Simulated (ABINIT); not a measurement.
# BN (Qingsongite): one start, several treatments of the self-energy, part 2 of 2

Aim: compare treatments of exchange, screening and correlation for the gap of BN (Qingsongite).

ABINIT 10.8.3; PBE and many-body steps on it, plane waves. Known limits of the many-body steps: not at the basis limit.

So far. Step 5 (G0W0, Hybertsen-Louie plasmon pole): Against G0W0 in ABINIT (8×8×8 mesh, 103 bands, screening to 304.8 eV, Godby-Needs plasmon pole), the gap moves by +0.182 eV. Step 6 (G0W0, von der Linden-Horsch plasmon pole): Against G0W0 in ABINIT (8×8×8 mesh, 103 bands, screening to 304.8 eV, Godby-Needs plasmon pole), the gap moves by +0.033 eV.

### Step 7. G0W0, Engel-Farid plasmon pole

Level of this step: G0W0 on PBE, plane waves, norm-conserving pseudopotentials (ABINIT).

The input, run.abi:

```
acell 3*1.0 Angstrom
rprim 
  -0.000000000000 1.807500000000 1.807500000000
  1.807500000000 0.000000000000 1.807500000000
  1.807500000000 1.807500000000 -0.000000000000
ntypat 2
znucl 5 7
natom 2
typat 1 2
xred 
  0.000000000000 0.000000000000 0.000000000000
  0.250000000000 0.250000000000 0.250000000000
pp_dirpath "pseudos"
pseudos "B.upf, N.upf"
ecut 36
ngkpt 8 8 8
nshiftk 1
shiftk 0 0 0
kptopt 1
chksymbreak 0
istwfk *1
occopt 1
irdwfk 1
optdriver 4
nband 103
gwcalctyp 0
ecutsigx 36
symsigma 1
nkptgw 2
kptgw 
  0.0000000000 0.0000000000 0.0000000000
  0.5000000000 0.5000000000 0.0000000000
bdgw 
  2 7
  3 6
ecuteps 11.2
irdscr 1
ppmodel 4
indata_prefix "in"
outdata_prefix "out"
tmpdata_prefix "tmp"
```

The run is started by

```console
$ OMP_NUM_THREADS=1 mpirun -n 4 abinit run.abi > log
```

Log:

```text
.Version 10.8.3 of ABINIT. v10.8.2 released Aug 2026.

 Symmetries : space group F-4 3 m (#216); Bravais cF (face-center cubic)
[... echo of the input left out ...]
== DATASET  1 ==================================================================
-   mpi_nproc: 4, omp_nthreads: 1 (-1 if OMP is not activated)

--- !DatasetInfo
iteration_state: {dtset: 1, }
dimensions: {natom: 2, nkpt: 29, mband: 103, nsppol: 1, nspinor: 1, nspden: 1, mpw: 869, }
cutoff_energies: {ecut:  36.0, pawecutdg:  -1.0, }
[...]
Band     E0 <VxcDFT>   SigX SigC(E0)      Z dSigC/dE  Sig(E)    E-E0       E
[...]
5  12.755 -12.570  -7.394  -4.782   0.864  -0.157 -12.230   0.340  13.095
        6  17.562 -12.696  -6.779  -5.367   0.861  -0.162 -12.222   0.474  18.036

== END DATASET(S) ==============================================================
================================================================================

 -outvars: echo values of variables after computation  --------
           etotal      0.0000000000E+00
            nband         103
             nkpt          29
          spgroup         216
 [... the other variables as echoed above ...]

 Calculation completed.
```

It took 4.6 s on 4 MPI ranks of Arm Neoverse V2, shared host; peak memory 0.74 GiB.

This step gave:

```yaml
g0w0_gap_on_the_points_computed: 6.244 eV
starting_gap_on_the_mesh: 4.535 eV
k_of_the_valence_top: 0, 0, 0
k_of_the_conduction_bottom: 0.5, 0.5, 0
least_direct_g0w0_gap_on_the_computed_points: 11.16 eV
```

Against G0W0 in ABINIT (8×8×8 mesh, 103 bands, screening to 304.8 eV, Godby-Needs plasmon pole), the gap moves by +0.183 eV.

### Step 8. One-shot Hartree-Fock

This step: one-shot Hartree-Fock on PBE, plane waves, norm-conserving pseudopotentials.

run.abi, as its differences from that of step 7:

```diff
@@ -24,4 +24,4 @@
 optdriver 4
-nband 103
-gwcalctyp 0
+nband 8
+gwcalctyp 5
 ecutsigx 36
@@ -35,5 +35,4 @@
   3 6
-ecuteps 11.2
-irdscr 1
-ppmodel 4
+ixc_sigma 40
+fftgw 31
 indata_prefix "in"
```

Log:

```text
.Version 10.8.3 of ABINIT. v10.8.2 released Aug 2026.

 Symmetries : space group F-4 3 m (#216); Bravais cF (face-center cubic)
[... echo of the input left out ...]
== DATASET  1 ==================================================================
-   mpi_nproc: 4, omp_nthreads: 1 (-1 if OMP is not activated)

--- !DatasetInfo
iteration_state: {dtset: 1, }
dimensions: {natom: 2, nkpt: 29, mband: 8, nsppol: 1, nspinor: 1, nspden: 1, mpw: 869, }
cutoff_energies: {ecut:  36.0, pawecutdg:  -1.0, }
[...]
Band     E0 <VxcDFT>   SigX SigC(E0)      Z dSigC/dE  Sig(E)    E-E0       E
[...]
5  12.755 -12.570  -7.394   0.000   1.000   0.000  -7.394   5.176  17.931
        6  17.562 -12.696  -6.779   0.000   1.000   0.000  -6.779   5.917  23.479

== END DATASET(S) ==============================================================
================================================================================

 -outvars: echo values of variables after computation  --------
           etotal      0.0000000000E+00
            nband           8
             nkpt          29
          spgroup         216
 [... the other variables as echoed above ...]

 Calculation completed.
```

Run time: 1.8 s. Hardware: 4 MPI ranks; peak memory 0.11 GiB.

This step gave:

```
quasiparticle gap on the points computed              : 13.27 eV
starting gap on the mesh                              : 4.535 eV
k of the valence top                                  : 0, 0, 0
k of the conduction bottom                            : 0.5, 0.5, 0
least direct quasiparticle gap on the computed points : 19.07 eV
```

Against G0W0 in ABINIT (8×8×8 mesh, 103 bands, screening to 304.8 eV, Godby-Needs plasmon pole), the gap moves by +7.210 eV.

### Step 9. Screening, 8×8×8 mesh, 103 bands, screening to 304.8 eV

This step: RPA screening on PBE, plane waves, norm-conserving pseudopotentials.

run.abi, as its differences from that of step 8:

```diff
@@ -23,16 +23,14 @@
 irdwfk 1
-optdriver 4
-nband 8
-gwcalctyp 5
-ecutsigx 36
-symsigma 1
-nkptgw 2
-kptgw 
-  0.0000000000 0.0000000000 0.0000000000
-  0.5000000000 0.5000000000 0.0000000000
-bdgw 
-  2 7
-  3 6
-ixc_sigma 40
-fftgw 31
+optdriver 3
+nband 103
+ecuteps 11.2
+inclvkb 2
+awtr 1
+symchi 1
+gwcalctyp 2
+nfreqre 16
+freqremax 40 eV
+nfreqim 8
+spmeth 1
+nomegasf 120
 indata_prefix "in"
```

Log:

```text
.Version 10.8.3 of ABINIT. v10.8.2 released Aug 2026.

 Symmetries : space group F-4 3 m (#216); Bravais cF (face-center cubic)
[... echo of the input left out ...]
== DATASET  1 ==================================================================
-   mpi_nproc: 4, omp_nthreads: 1 (-1 if OMP is not activated)

--- !DatasetInfo
iteration_state: {dtset: 1, }
dimensions: {natom: 2, nkpt: 29, mband: 103, nsppol: 1, nspinor: 1, nspden: 1, mpw: 869, }
cutoff_energies: {ecut:  36.0, pawecutdg:  -1.0, }
electrons: {nelect:   8.00000000E+00, charge:   0.00000000E+00, occopt:   1.00000000E+00, tsmear:   1.00000000E-02, }

 SCREENING: Calculation of the susceptibility and dielectric matrices

 Based on a program developped by R.W. Godby, V. Olevano, G. Onida, and L. Reining.
 Incorporated in ABINIT by V. Olevano, G.-M. Rignanese, and M. Torrent.
.Using double precision arithmetic ; gwpc =  8

[... cell and pseudopotentials left out ...]
--------------------------------------------------------------------------------

 ==== K-mesh for the wavefunctions ====
 Number of points in the irreducible wedge :    29
[... list of points left out ...]
 Together with 24 symmetry operations and time-reversal symmetry
 yields   512 points in the full Brillouin Zone.

 ==== Q-mesh for the screening function ====
 Number of points in the irreducible wedge :    29
[... list of points left out ...]
 Together with 24 symmetry operations and time-reversal symmetry
 yields   512 points in the full Brillouin Zone.

 setmesh: FFT mesh size selected  =    20x   20x   20
          total number of points  =         8000

 vcoul_init : cutoff-mode = AUXILIARY_FUNCTION
 q-points for optical limit:   1
     1)      0.000010    0.000020    0.000030

- screening: taking advantage of time-reversal symmetry
- Maximum band index for partially occupied states nbvw = 4
- Remaining bands to be divided among processors   nbcw = 99
- Number of bands treated by each node ~24

 Number of electrons calculated from density =    8.0000; Expected =    8.0000
 average of density, n =  0.100376
 r_s =    1.3348
 omega_plasma =   30.5612 [eV]

 calculating chi0 at frequencies [eV] :
  1    0.000000E+00    0.000000E+00
  2    2.666667E+00    0.000000E+00
  3    5.333333E+00    0.000000E+00
[...]
23    0.000000E+00    7.783396E+01
 24    0.000000E+00    1.095911E+02

--------------------------------------------------------------------------------
  q-point number  1        q = ( 0.000000, 0.000000, 0.000000) [r.l.u.]
--------------------------------------------------------------------------------
[... chi0 elements left out ...]
  [... further frequencies ...]

 No. of calculated frequencies >  15, stop printing
 For q-point:  0.000010 0.000020 0.000030
  dielectric constant =   4.3415
  dielectric constant without local fields =   4.6968

  Average fulfillment of the sum rule on Im[epsilon] for q-point    1 :     93.79  [%]
[... wings left out ...]
  q-point number  2        q = ( 0.125000, 0.000000, 0.000000) [r.l.u.]
--------------------------------------------------------------------------------
[... chi0 elements left out ...]
  [... further frequencies ...]

 No. of calculated frequencies >  15, stop printing
  Average fulfillment of the sum rule on Im[epsilon] for q-point    2 :     99.52  [%]

 [... 27 further q-points ...]
```

Wall time 2.4 min (4 MPI ranks); peak memory 0.92 GiB.

This step gave:

* ε∞ with local fields, on this mesh, along the program's q direction: 4.341
* the same without local fields: 4.697
* plasma frequency: 30.56 eV
* plane waves in the screening matrix: 137

### Step 10. G0W0, contour deformation

This step: G0W0 on PBE, plane waves, norm-conserving pseudopotentials.

run.abi, as its differences from that of step 9:

```diff
@@ -23,14 +23,16 @@
 irdwfk 1
-optdriver 3
+optdriver 4
 nband 103
+gwcalctyp 2
+ecutsigx 36
+symsigma 1
+nkptgw 2
+kptgw 
+  0.0000000000 0.0000000000 0.0000000000
+  0.5000000000 0.5000000000 0.0000000000
+bdgw 
+  2 7
+  3 6
 ecuteps 11.2
-inclvkb 2
-awtr 1
-symchi 1
-gwcalctyp 2
-nfreqre 16
-freqremax 40 eV
-nfreqim 8
-spmeth 1
-nomegasf 120
+irdscr 1
 indata_prefix "in"
```

Log:

```text
.Version 10.8.3 of ABINIT. v10.8.2 released Aug 2026.

 Symmetries : space group F-4 3 m (#216); Bravais cF (face-center cubic)
[... echo of the input left out ...]
== DATASET  1 ==================================================================
-   mpi_nproc: 4, omp_nthreads: 1 (-1 if OMP is not activated)

--- !DatasetInfo
iteration_state: {dtset: 1, }
dimensions: {natom: 2, nkpt: 29, mband: 103, nsppol: 1, nspinor: 1, nspden: 1, mpw: 869, }
cutoff_energies: {ecut:  36.0, pawecutdg:  -1.0, }
[...]
Band     E0 <VxcDFT>   SigX SigC(E0)      Z dSigC/dE  Sig(E)    E-E0       E
[...]
6  17.562 -12.696  -6.779  -5.140   0.845  -0.184 -12.039   0.656  18.218
        6   0.000   0.000   0.000  -0.000   0.000   0.000  -0.000  -0.000  -0.000

== END DATASET(S) ==============================================================
================================================================================

 -outvars: echo values of variables after computation  --------
           etotal      0.0000000000E+00
            nband         103
             nkpt          29
          spgroup         216
 [... the other variables as echoed above ...]

 Calculation completed.
```

Wall time 7.8 s (4 MPI ranks); peak memory 1.1 GiB; 31 s of CPU time.

Numbers from this step:

| Quantity | Value |
| --- | --- |
| G0W0 gap on the points computed | 6.133 eV |
| starting gap on the mesh | 4.535 eV |
| k of the valence top | 0, 0, 0 |
| k of the conduction bottom | 0.5, 0.5, 0 |
| least direct G0W0 gap on the computed points | 11.03 eV |

Against G0W0 in ABINIT (8×8×8 mesh, 103 bands, screening to 304.8 eV, Godby-Needs plasmon pole), the gap moves by +0.072 eV.

### Step 11. Screening, 8×8×8 mesh, 103 bands, screening to 304.8 eV

This step: RPA screening on PBE, plane waves, norm-conserving pseudopotentials.

run.abi, as its differences from that of step 10:

```diff
@@ -23,16 +23,11 @@
 irdwfk 1
-optdriver 4
+optdriver 3
 nband 103
-gwcalctyp 2
-ecutsigx 36
-symsigma 1
-nkptgw 2
-kptgw 
-  0.0000000000 0.0000000000 0.0000000000
-  0.5000000000 0.5000000000 0.0000000000
-bdgw 
-  2 7
-  3 6
 ecuteps 11.2
-irdscr 1
+inclvkb 2
+awtr 1
+symchi 1
+gwcalctyp 1
+nfreqre 0
+nfreqim 16
 indata_prefix "in"
```

Log:

```text
.Version 10.8.3 of ABINIT. v10.8.2 released Aug 2026.

 Symmetries : space group F-4 3 m (#216); Bravais cF (face-center cubic)
[... echo of the input left out ...]
== DATASET  1 ==================================================================
-   mpi_nproc: 4, omp_nthreads: 1 (-1 if OMP is not activated)

--- !DatasetInfo
iteration_state: {dtset: 1, }
dimensions: {natom: 2, nkpt: 29, mband: 103, nsppol: 1, nspinor: 1, nspden: 1, mpw: 869, }
cutoff_energies: {ecut:  36.0, pawecutdg:  -1.0, }
[...]
No. of calculated frequencies >  15, stop printing
 For q-point:  0.000010 0.000020 0.000030
  dielectric constant =   4.3109
  dielectric constant without local fields =   4.6611

  Average fulfillment of the sum rule on Im[epsilon] for q-point    1 :     93.78  [%]
[... wings left out ...]
  q-point number  2        q = ( 0.125000, 0.000000, 0.000000) [r.l.u.]
--------------------------------------------------------------------------------
[... chi0 elements left out ...]
  [... further frequencies ...]

 No. of calculated frequencies >  15, stop printing
  Average fulfillment of the sum rule on Im[epsilon] for q-point    2 :     99.52  [%]

 [... 27 further q-points ...]
```

It took 4.7 min on 4 MPI ranks; peak memory 0.85 GiB.

Numbers from this step:

```yaml
eps_infinity_with_local_fields_on_this_mesh_along_the_program_s_q_direction: 4.311
the_same_without_local_fields: 4.661
plasma_frequency: 30.56 eV
plane_waves_in_the_screening_matrix: 137
```

### Step 12. G0W0, analytic continuation

This step: G0W0 on PBE, plane waves, norm-conserving pseudopotentials.

run.abi, as its differences from that of step 11:

```diff
@@ -23,11 +23,18 @@
 irdwfk 1
-optdriver 3
+optdriver 4
 nband 103
+gwcalctyp 1
+ecutsigx 36
+symsigma 1
+nkptgw 2
+kptgw 
+  0.0000000000 0.0000000000 0.0000000000
+  0.5000000000 0.5000000000 0.0000000000
+bdgw 
+  2 7
+  3 6
 ecuteps 11.2
-inclvkb 2
-awtr 1
-symchi 1
-gwcalctyp 1
-nfreqre 0
-nfreqim 16
+irdscr 1
+nomegasi 12
+omegasimax 25 eV
 indata_prefix "in"
```

Log:

```text
.Version 10.8.3 of ABINIT. v10.8.2 released Aug 2026.

 Symmetries : space group F-4 3 m (#216); Bravais cF (face-center cubic)
[... echo of the input left out ...]
== DATASET  1 ==================================================================
-   mpi_nproc: 4, omp_nthreads: 1 (-1 if OMP is not activated)

--- !DatasetInfo
iteration_state: {dtset: 1, }
dimensions: {natom: 2, nkpt: 29, mband: 103, nsppol: 1, nspinor: 1, nspden: 1, mpw: 869, }
cutoff_energies: {ecut:  36.0, pawecutdg:  -1.0, }
[...]
Band     E0 <VxcDFT>   SigX SigC(E0)      Z dSigC/dE  Sig(E)    E-E0       E
[...]
6   7.074 -12.696  -6.779  -5.180   0.850  -0.177 -12.071   0.625   7.699
        6   0.000   0.000   0.000  -0.008  -0.002  -0.003  -0.008  -0.008  -0.008

== END DATASET(S) ==============================================================
================================================================================

 -outvars: echo values of variables after computation  --------
           etotal      0.0000000000E+00
            nband         103
             nkpt          29
          spgroup         216
 [... the other variables as echoed above ...]

 Calculation completed.
```

Run time: 7.8 s. Hardware: 4 MPI ranks; peak memory 1 GiB; 31 s of CPU time.

This step gave:

- G0W0 gap on the points computed: 6.159 eV
- starting gap on the mesh: 4.535 eV
- k of the valence top: 0, 0, 0
- k of the conduction bottom: 0.5, 0.5, 0
- least direct G0W0 gap on the computed points: 11.07 eV

Against G0W0 in ABINIT (8×8×8 mesh, 103 bands, screening to 304.8 eV, Godby-Needs plasmon pole), the gap moves by +0.098 eV.

### Step 13. The runs together

Times are wall times on 4 MPI ranks of Arm Neoverse V2, shared host, good to a factor of about two. A run's time includes the screening step that it read.

```csv
run,mesh,bands,screening cutoff (eV),DFT gap (eV),gap on the mesh (eV),direct (eV),ε∞ used,time
"G0W0, Godby-Needs plasmon pole",8×8×8,103,304.8,4.535,6.061,10.971,4.31,77 s
"G0W0, Hybertsen-Louie plasmon pole",8×8×8,103,304.8,4.535,6.243,11.214,4.31,76 s
"G0W0, von der Linden-Horsch plasmon pole",8×8×8,103,304.8,4.535,6.094,11.035,4.31,71 s
"G0W0, Engel-Farid plasmon pole",8×8×8,103,304.8,4.535,6.244,11.163,4.31,72 s
one-shot Hartree-Fock,8×8×8,-,-,4.535,13.271,19.065,-,1.8 s
"G0W0, contour deformation",8×8×8,103,304.8,4.535,6.133,11.033,4.34,2.5 min
"G0W0, analytic continuation",8×8×8,103,304.8,4.535,6.159,11.074,4.31,4.8 min
```

### Step 14. Results

| Property | Result |
| --- | --- |
| G0W0, Godby-Needs plasmon pole | 6.061 eV |
| G0W0, Hybertsen-Louie plasmon pole | 6.243 eV |
| G0W0, von der Linden-Horsch plasmon pole | 6.094 eV |
| G0W0, Engel-Farid plasmon pole | 6.244 eV |
| one-shot Hartree-Fock | 13.271 eV |
| G0W0, contour deformation | 6.133 eV |
| G0W0, analytic continuation | 6.159 eV |
| known limits | not at the basis limit |

G0W0, Hybertsen-Louie plasmon pole: +0.182 eV against G0W0, Godby-Needs plasmon pole. G0W0, von der Linden-Horsch plasmon pole: +0.033 eV against G0W0, Godby-Needs plasmon pole. G0W0, Engel-Farid plasmon pole: +0.183 eV against G0W0, Godby-Needs plasmon pole. One-shot Hartree-Fock: +7.210 eV against G0W0, Godby-Needs plasmon pole. G0W0, contour deformation: +0.072 eV against G0W0, Godby-Needs plasmon pole. G0W0, analytic continuation: +0.098 eV against G0W0, Godby-Needs plasmon pole. Bare exchange alone opens the gap to 13.27 eV; against G0W0, correlation takes back 7.21 eV. Bands and cutoff are finite, so the gap is not at the basis limit. The miss can reach some tenths of an eV and take either sign; the mesh is an error of its own. In the G0W0 runs levels were corrected at 2 k points alone, so a gap called «on the mesh» is the least over those, and an edge elsewhere would be missed.

[Paths, hosts, dates, memory and timing lines, banners, echoed tables and standing remarks are left out of the program output.]

[Logs are printed without paths, hosts, clocks, repeated set-up lines and the standing remarks that a program may print on its own settings, such as how far it seeks lower states.]

[Runs of the session that timed out or met a known fault of the program may be left out.]

[Hosts, paths, dates, database ids (printed as entryN), source tags and the programs' standing remarks are cut or masked in the printed files.]

[G0W0 gaps are taken among the corrected bands and points alone; a level outside them can change the order at an edge.]

[Where Ansatz stands beside ABINIT at settings called matched, ABINIT's density can come from a denser mesh and the files from another edition; pairs whose starting gaps differed by over 0.03 eV were left out, so agreement reads better than it is.]
